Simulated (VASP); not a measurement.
# 2H-MoTe2 monolayer and its bilayer, part 4 of 6

What are the lattice, gap and band positions of 2H-MoTe2 monolayer, and what does a second sheet change?

VASP 6.6.1, plane waves and PAW; the level of theory is named at each step.

So far. Step 6 (The slab in a field, field 0.1): Energy at zero smearing: -11.91250 eV. Step 7 (With spin-orbit coupling): On this path the gap is direct, 1.00 eV, with the valence top at K and the conduction bottom at K.

**8. A rigid stacking**

This step: optB86b-vdW, no spin polarisation; plane waves and PAW (Mo, Te) (VASP 6.6.1).

System of this step: bilayer of 2H-MoTe2 monolayer. The cell holds 6 atoms: 2 Mo and 4 Te. Cell: a = 3.521 Å, b = 3.521 Å, c = 27.352 Å, α = 90.0°, β = 90.0°, γ = 120.0°. upper sheet same orientation, shifted by (0.00, 0.00). Vacuum lies along c.

Two rigid sheets are set at a typed distance in several high-symmetry stackings, to find where to start. The upper sheet is shifted or turned in the plane and never flipped over.

The input, INCAR:

```
SYSTEM = Te2Mo
PREC = Normal
ENCUT = 350
EDIFF = 1E-05
NELM = 120
ISMEAR = 0
SIGMA = 0.03
LREAL = .FALSE.
ALGO = Fast
GGA = MK
AGGAC = 0
LUSE_VDW = .TRUE.
PARAM1 = 0.1234
PARAM2 = 1
LASPH = .TRUE.
NBANDS = 24
LORBIT = 11
LWAVE = .FALSE.
LCHARG = .FALSE.
KPAR = 4
IDIPOL = 3
LDIPOL = .TRUE.
DIPOL = 0.5 0.5 0.5
```

The input, POSCAR:

```
Te2Mo
1.0
    3.5207101148      0.0000000000      0.0000000000
   -1.7603550574      3.0490243988      0.0000000000
    0.0000000000      0.0000000000     27.3521883280
Mo Te
2 4
Direct
    0.3333333300      0.6666666700      0.3770465100
    0.3333333300      0.6666666700      0.6229534900
    0.6666666700      0.3333333300      0.3107612400
    0.6666666700      0.3333333300      0.4433317700
    0.6666666700      0.3333333300      0.5566682300
    0.6666666700      0.3333333300      0.6892387600
```

The input, KPOINTS:

```
Automatic mesh
0
Gamma
12 12 1
0 0 0
```

Potentials, in the order of the species: Mo and Te (PBE family, release 64).

On the command line:

```sh
$ mpirun -np 4 vasp_std
```

Output:

```text
[banner, memory and clock lines left out]
running    4 mpi-ranks, on    1 nodes
 distrk:  each k-point on    1 cores,    4 groups
 distr:  one band on    1 cores,    1 groups

 POSCAR found type information on POSCAR MoTe
 POSCAR found :  2 types and       6 ions
 [... a notice as in an earlier step ...]

 [... a notice as in an earlier step ...]

 LDA part: xc-table for (Slater+PW92), standard interpolation
 POSCAR, INCAR and KPOINTS ok, starting setup
 FFT: planning ... GRIDC
 FFT: planning ... GRID_SOFT
 FFT: planning ... GRID
 WAVECAR not read
 entering main loop
       N       E                     dE             d eps       ncg     rms          rms(c)
DAV:   1     0.198660700317E+03    0.19866E+03   -0.10424E+04   912   0.846E+02
DAV:   2    -0.673124404200E+01   -0.20539E+03   -0.19990E+03  1344   0.182E+02
DAV:   3    -0.241506387383E+02   -0.17419E+02   -0.17189E+02  1208   0.594E+01
DAV:   4    -0.247967121941E+02   -0.64607E+00   -0.64406E+00  1472   0.126E+01
DAV:   5    -0.248070831581E+02   -0.10371E-01   -0.10366E-01  1296   0.175E+00    0.232E+01
RMM:   6    -0.238431368563E+02    0.96395E+00   -0.49102E+00   946   0.943E+00    0.950E+00
RMM:   7    -0.236524874058E+02    0.19065E+00   -0.28403E+00   945   0.655E+00    0.615E+00
RMM:   8    -0.233983468256E+02    0.25414E+00   -0.10066E+00   935   0.518E+00    0.948E-01
RMM:   9    -0.234160538676E+02   -0.17707E-01   -0.24623E-01  1132   0.202E+00    0.580E-01
RMM:  10    -0.234092711836E+02    0.67827E-02   -0.28439E-02  1128   0.734E-01    0.294E-01
RMM:  11    -0.234090633483E+02    0.20784E-03   -0.16988E-02  1081   0.566E-01    0.259E-01
RMM:  12    -0.234079772964E+02    0.10861E-02   -0.33278E-03  1106   0.339E-01    0.754E-02
RMM:  13    -0.234078585971E+02    0.11870E-03   -0.15572E-03  1307   0.134E-01    0.642E-02
RMM:  14    -0.234075772211E+02    0.28138E-03   -0.31598E-04  1143   0.763E-02    0.355E-02
RMM:  15    -0.234074262693E+02    0.15095E-03   -0.15947E-04  1096   0.501E-02    0.210E-02
RMM:  16    -0.234074245898E+02    0.16795E-05   -0.42091E-05   905   0.231E-02
   1 F= -.23407425E+02 E0= -.23407425E+02  d E =-.416622E-11
```

Wall time 55 s (4 MPI ranks of Intel Xeon 6975P-C (Granite Rapids), shared host); peak memory 1.7 GiB.

Parts of OUTCAR (step 8):

```text
   k-points           NKPTS =     19   k-points in BZ     NKDIM =     19   number of bands    NBANDS=     24

   ENCUT  =  350.0 eV  25.72 Ry    5.07 a.u.   5.37  5.37 41.72*2*pi/ulx,y,z

   NELECT =      36.0000    total number of electrons

 E-fermi :   1.6658

 k-point     1 :       0.0000    0.0000    0.0000
  band No.  band energies     occupation
    ...
     14       0.0759      2.00000
     15       0.1240      2.00000
     16       0.1240      2.00000
     17       0.2488      2.00000
     18       1.5080      2.00000
     19       3.7250      0.00000
     20       3.7251      0.00000
     21       4.1894      0.00000
     22       4.2005      0.00000
     23       4.2741      0.00000
    ...

Total vdW correction in eV:      7.1154323

  Total        0.7015788      0.7015788      6.7456558     -0.0000000      0.0000000      0.0000000
  in kB        3.8282809      3.8282809     36.8087878     -0.0000000      0.0000000      0.0000000
  external PRESSURE =      14.8217832 kB  Pullay stress =       0.0000000 kB

 POSITION                                       TOTAL-FORCE (eV/Angst)
 -----------------------------------------------------------------------------------
     -0.00000      2.03268     10.31305         0.000000     -0.000000     -0.302447
     -0.00000      2.03268     17.03914         0.000000     -0.000000      0.302447
      1.76036      1.01634      8.50000        -0.000000      0.000000     -0.014746
      1.76036      1.01634     12.12609         0.000000     -0.000000     -1.498303
      1.76036      1.01634     15.22609         0.000000     -0.000000      1.498303
      1.76036      1.01634     18.85219        -0.000000      0.000000      0.014746
 -----------------------------------------------------------------------------------
    total drift:                               -0.000009      0.000005     -0.000000

  FREE ENERGIE OF THE ION-ELECTRON SYSTEM (eV)
  ---------------------------------------------------
  free  energy   TOTEN  =       -23.4074245898 eV

  energy  without entropy=      -23.4074245898  energy(sigma->0) =      -23.40742459

Total vdW correction in eV:      7.1153634

 vacuum level on the upper side and lower side of the slab         6.020         6.020

[... 2 parts as in an earlier step ...]

[... 14 further parts left out ...]
```

This step gave:

```yaml
electronic_cycles: 16
electrons: 36
free_energy_toten: -23.41 eV
fermi_energy: 1.666 eV
gap_on_the_k_mesh: 0.3548 eV
least_direct_gap_on_the_k_mesh: 0.9013 eV
```

Force by atom:

| atom | x (eV/Å) | y (eV/Å) | z (eV/Å) | size |
| --- | --- | --- | --- | --- |
| Mo1 | 0.00 | 0.00 | -0.30 | 0.30 |
| Mo2 | 0.00 | 0.00 | 0.30 | 0.30 |
| Te3 | 0.00 | 0.00 | -0.01 | 0.01 |
| Te4 | 0.00 | 0.00 | -1.50 | 1.50 |
| Te5 | 0.00 | 0.00 | 1.50 | 1.50 |
| Te6 | 0.00 | 0.00 | 0.01 | 0.01 |

Energy at zero smearing: -23.40742 eV.

**9. A rigid stacking**

INCAR is that of step 8.

The input, POSCAR:

```
Te2Mo
1.0
    3.5207101148      0.0000000000      0.0000000000
   -1.7603550574      3.0490243988      0.0000000000
    0.0000000000      0.0000000000     27.3521883280
Mo Te
2 4
Direct
    0.3333333300      0.6666666700      0.3770465100
    0.6666666700      0.3333333300      0.6229534900
    0.6666666700      0.3333333300      0.3107612400
    0.6666666700      0.3333333300      0.4433317700
    0.0000000000      1.0000000000      0.5566682300
    0.0000000000      1.0000000000      0.6892387600
```

KPOINTS is that of step 8.

On the command line:

```sh
$ mpirun -np 4 vasp_std
```

Output:

```text
[... set-up lines as in an earlier step ...]
 entering main loop
       N       E                     dE             d eps       ncg     rms          rms(c)
DAV:   1     0.200951037258E+03    0.20095E+03   -0.10396E+04   912   0.846E+02
DAV:   2    -0.740103582869E+01   -0.20835E+03   -0.20276E+03  1352   0.182E+02
DAV:   3    -0.247767751647E+02   -0.17376E+02   -0.17199E+02  1200   0.590E+01
DAV:   4    -0.254087074833E+02   -0.63193E+00   -0.62951E+00  1456   0.124E+01
[...]
RMM:  19    -0.240528470698E+02   -0.48140E-04   -0.14629E-05   722   0.123E-02    0.188E-03
RMM:  20    -0.240528637531E+02   -0.16683E-04   -0.10538E-05   660   0.949E-03    0.247E-03
RMM:  21    -0.240528631769E+02    0.57626E-06   -0.17091E-06   447   0.590E-03
   1 F= -.24052863E+02 E0= -.24052863E+02  d E =-.297481E-12
```

The job ended after 70 s (4 MPI ranks; peak memory 1.7 GiB; 4.6 min of CPU time).

OUTCAR, selected parts (step 9):

```text
  Total        0.5538231      0.5538231      0.7510970      0.0000000      0.0000000     -0.0000000
  in kB        3.0220274      3.0220274      4.0984854      0.0000000      0.0000000     -0.0000000
  external PRESSURE =       3.3808467 kB  Pullay stress =       0.0000000 kB

 POSITION                                       TOTAL-FORCE (eV/Angst)
 -----------------------------------------------------------------------------------
     -0.00000      2.03268     10.31305         0.000000     -0.000000     -0.005806
      1.76036      1.01634     17.03914         0.000000     -0.000000      0.108398
      1.76036      1.01634      8.50000        -0.000000      0.000000     -0.016348
      1.76036      1.01634     12.12609        -0.000000     -0.000000     -0.192970
      0.00000      0.00000     15.22609         0.000000     -0.000000      0.127322
      0.00000      0.00000     18.85219         0.000000      0.000000     -0.020597
 -----------------------------------------------------------------------------------
    total drift:                               -0.000009      0.000008      0.000284

  FREE ENERGIE OF THE ION-ELECTRON SYSTEM (eV)
  ---------------------------------------------------
  free  energy   TOTEN  =       -24.0528631769 eV

  energy  without entropy=      -24.0528631769  energy(sigma->0) =      -24.05286318

[... 2 parts as in an earlier step ...]

[... 1 further part left out ...]
[key lines of the parts left out:]
E-fermi :   1.4403
```

Energy at zero smearing: -24.05286 eV.

**10. A rigid stacking**

INCAR is that of step 9.

POSCAR: that of step 9 with these lines changed.

```diff
@@ -12,3 +12,3 @@
     0.6666666700      0.3333333300      0.4433317700
-    0.0000000000      1.0000000000      0.5566682300
-    0.0000000000      1.0000000000      0.6892387600
+    0.3333333300      0.6666666700      0.5566682300
+    0.3333333300      0.6666666700      0.6892387600
```

KPOINTS is that of step 9.

On the command line:

```sh
$ mpirun -np 4 vasp_std
```

Output:

```text
[... set-up lines as in an earlier step ...]
 entering main loop
       N       E                     dE             d eps       ncg     rms          rms(c)
DAV:   1     0.199464201600E+03    0.19946E+03   -0.10408E+04   912   0.846E+02
DAV:   2    -0.783293394733E+01   -0.20730E+03   -0.20199E+03  1368   0.182E+02
DAV:   3    -0.248172524933E+02   -0.16984E+02   -0.16828E+02  1208   0.587E+01
DAV:   4    -0.254314499918E+02   -0.61420E+00   -0.61197E+00  1456   0.122E+01
[...]
RMM:  18    -0.240691685876E+02   -0.22887E-04   -0.18632E-05   728   0.185E-02    0.308E-03
RMM:  19    -0.240691928893E+02   -0.24302E-04   -0.16143E-05   719   0.132E-02    0.550E-03
RMM:  20    -0.240691969331E+02   -0.40438E-05   -0.38371E-06   594   0.819E-03
   1 F= -.24069197E+02 E0= -.24069197E+02  d E =-.111790E-10
```

It took 53 s on 4 MPI ranks; peak memory 1.7 GiB.

From OUTCAR (step 10):

```text
  Total        0.3254826      0.3254826      0.8909763     -0.0000000      0.0000000      0.0000000
  in kB        1.7760498      1.7760498      4.8617597     -0.0000000      0.0000000      0.0000000
  external PRESSURE =       2.8046198 kB  Pullay stress =       0.0000000 kB

 POSITION                                       TOTAL-FORCE (eV/Angst)
 -----------------------------------------------------------------------------------
     -0.00000      2.03268     10.31305         0.000000      0.000000     -0.100245
      1.76036      1.01634     17.03914        -0.000000     -0.000000      0.100245
      1.76036      1.01634      8.50000        -0.000000     -0.000000      0.005929
      1.76036      1.01634     12.12609         0.000000     -0.000000     -0.126237
     -0.00000      2.03268     15.22609         0.000000      0.000000      0.126237
     -0.00000      2.03268     18.85219        -0.000000      0.000000     -0.005929
 -----------------------------------------------------------------------------------
    total drift:                                0.000000      0.000000      0.000000

  FREE ENERGIE OF THE ION-ELECTRON SYSTEM (eV)
  ---------------------------------------------------
  free  energy   TOTEN  =       -24.0691969331 eV

  energy  without entropy=      -24.0691969331  energy(sigma->0) =      -24.06919693

[... 2 parts as in an earlier step ...]

[... 1 further part left out ...]
[key lines of the parts left out:]
E-fermi :   1.4150
```

Energy at zero smearing: -24.06920 eV.

**11. A rigid stacking**

INCAR is that of step 10.

The input, POSCAR:

```
Te2Mo
1.0
    3.5207101148      0.0000000000      0.0000000000
   -1.7603550574      3.0490243988      0.0000000000
    0.0000000000      0.0000000000     27.3521883280
Mo Te
2 4
Direct
    0.3333333300      0.6666666700      0.3770465100
    0.0000000000      1.0000000000      0.6229534900
    0.6666666700      0.3333333300      0.3107612400
    0.6666666700      0.3333333300      0.4433317700
    0.6666666700      0.3333333300      0.5566682300
    0.6666666700      0.3333333300      0.6892387600
```

KPOINTS is that of step 10.

On the command line:

```sh
$ mpirun -np 4 vasp_std
```

Output:

```text
[... set-up lines as in an earlier step ...]
 entering main loop
       N       E                     dE             d eps       ncg     rms          rms(c)
DAV:   1     0.199366169605E+03    0.19937E+03   -0.10420E+04   912   0.846E+02
DAV:   2    -0.667649048796E+01   -0.20604E+03   -0.20086E+03  1360   0.181E+02
DAV:   3    -0.242126004256E+02   -0.17536E+02   -0.17355E+02  1208   0.593E+01
DAV:   4    -0.248525669269E+02   -0.63997E+00   -0.63786E+00  1424   0.126E+01
[...]
RMM:  14    -0.234686397540E+02    0.25829E-03   -0.31248E-04  1125   0.775E-02    0.452E-02
RMM:  15    -0.234684522665E+02    0.18749E-03   -0.19762E-04  1078   0.586E-02    0.209E-02
RMM:  16    -0.234684441716E+02    0.80949E-05   -0.49934E-05   934   0.251E-02
   1 F= -.23468444E+02 E0= -.23468444E+02  d E =-.565043E-16
```

Run time: 55 s. Hardware: 4 MPI ranks; peak memory 1.7 GiB; 3.6 min of CPU time.

Parts of OUTCAR (step 11):

```text
  Total        0.6548643      0.6548643      6.0546757      0.0000000     -0.0000000      0.0000000
  in kB        3.5733754      3.5733754     33.0383405      0.0000000     -0.0000000      0.0000000
  external PRESSURE =      13.3950304 kB  Pullay stress =       0.0000000 kB

 POSITION                                       TOTAL-FORCE (eV/Angst)
 -----------------------------------------------------------------------------------
     -0.00000      2.03268     10.31305        -0.000000     -0.000000     -0.321373
      0.00000      0.00000     17.03914        -0.000000      0.000000      0.321373
      1.76036      1.01634      8.50000         0.000000     -0.000000      0.022465
      1.76036      1.01634     12.12609         0.000000      0.000000     -1.357416
      1.76036      1.01634     15.22609        -0.000000     -0.000000      1.357416
      1.76036      1.01634     18.85219        -0.000000      0.000000     -0.022465
 -----------------------------------------------------------------------------------
    total drift:                               -0.000025      0.000016     -0.000036

  FREE ENERGIE OF THE ION-ELECTRON SYSTEM (eV)
  ---------------------------------------------------
  free  energy   TOTEN  =       -23.4684441716 eV

  energy  without entropy=      -23.4684441716  energy(sigma->0) =      -23.46844417

[... 2 parts as in an earlier step ...]

[... 1 further part left out ...]
[key lines of the parts left out:]
E-fermi :   1.6990
```

Energy at zero smearing: -23.46844 eV.

**12. A rigid stacking**

INCAR is that of step 11.

The input, POSCAR:

```
Te2Mo
1.0
    3.5207101148      0.0000000000      0.0000000000
   -1.7603550574      3.0490243988      0.0000000000
    0.0000000000      0.0000000000     27.3521883280
Mo Te
2 4
Direct
    0.3333333300      0.6666666700      0.3770465100
    0.3333333300      0.6666666700      0.6229534900
    0.6666666700      0.3333333300      0.3107612400
    0.6666666700      0.3333333300      0.4433317700
    1.0000000000      0.0000000000      0.5566682300
    1.0000000000      0.0000000000      0.6892387600
```

KPOINTS is that of step 11.

On the command line:

```sh
$ mpirun -np 4 vasp_std
```

Output:

```text
[... set-up lines as in an earlier step ...]
 entering main loop
       N       E                     dE             d eps       ncg     rms          rms(c)
DAV:   1     0.200223626475E+03    0.20022E+03   -0.10405E+04   912   0.846E+02
DAV:   2    -0.756611792630E+01   -0.20779E+03   -0.20187E+03  1384   0.182E+02
DAV:   3    -0.247174315150E+02   -0.17151E+02   -0.16974E+02  1192   0.590E+01
DAV:   4    -0.253476909193E+02   -0.63026E+00   -0.62810E+00  1472   0.123E+01
[...]
RMM:  18    -0.239968004090E+02   -0.52500E-04   -0.35324E-05   812   0.215E-02    0.456E-03
RMM:  19    -0.239968128035E+02   -0.12394E-04   -0.88588E-06   674   0.110E-02    0.263E-03
RMM:  20    -0.239968125646E+02    0.23888E-06   -0.17969E-06   451   0.569E-03
   1 F= -.23996813E+02 E0= -.23996813E+02  d E =-.964609E-13
```

Wall time 57 s (4 MPI ranks); peak memory 1.7 GiB.

From OUTCAR (step 12):

```text
  Total        0.8345259      0.8345259      0.9137968      0.0000000      0.0000000      0.0000000
  in kB        4.5537287      4.5537287      4.9862834      0.0000000      0.0000000      0.0000000
  external PRESSURE =       4.6979136 kB  Pullay stress =       0.0000000 kB

 POSITION                                       TOTAL-FORCE (eV/Angst)
 -----------------------------------------------------------------------------------
     -0.00000      2.03268     10.31305         0.000000     -0.000000      0.006346
     -0.00000      2.03268     17.03914        -0.000000      0.000000     -0.006346
      1.76036      1.01634      8.50000        -0.000000      0.000000     -0.026568
      1.76036      1.01634     12.12609         0.000000     -0.000000     -0.256655
      0.00000      0.00000     15.22609         0.000000      0.000000      0.256655
      0.00000      0.00000     18.85219         0.000000     -0.000000      0.026568
 -----------------------------------------------------------------------------------
    total drift:                               -0.000013      0.000010     -0.000027

  FREE ENERGIE OF THE ION-ELECTRON SYSTEM (eV)
  ---------------------------------------------------
  free  energy   TOTEN  =       -23.9968125646 eV

  energy  without entropy=      -23.9968125646  energy(sigma->0) =      -23.99681256

[... 2 parts as in an earlier step ...]

[... 1 further part left out ...]
[key lines of the parts left out:]
E-fermi :   1.4528
```

Energy at zero smearing: -23.99681 eV.

(Continued in part 5 of 6.)

[Lines on the potential files, build, host, timing and source positions are cut from VASP's logs without a mark.]

[Logs are printed without paths, hosts, clocks, repeated set-up lines and the standing remarks that a program may print on its own settings, such as how far it seeks lower states.]

[Hosts, paths, dates, database ids (printed as entryN), source tags and the programs' standing remarks are cut or masked in the printed files.]

[Runs that stopped without an error message from VASP are left out.]
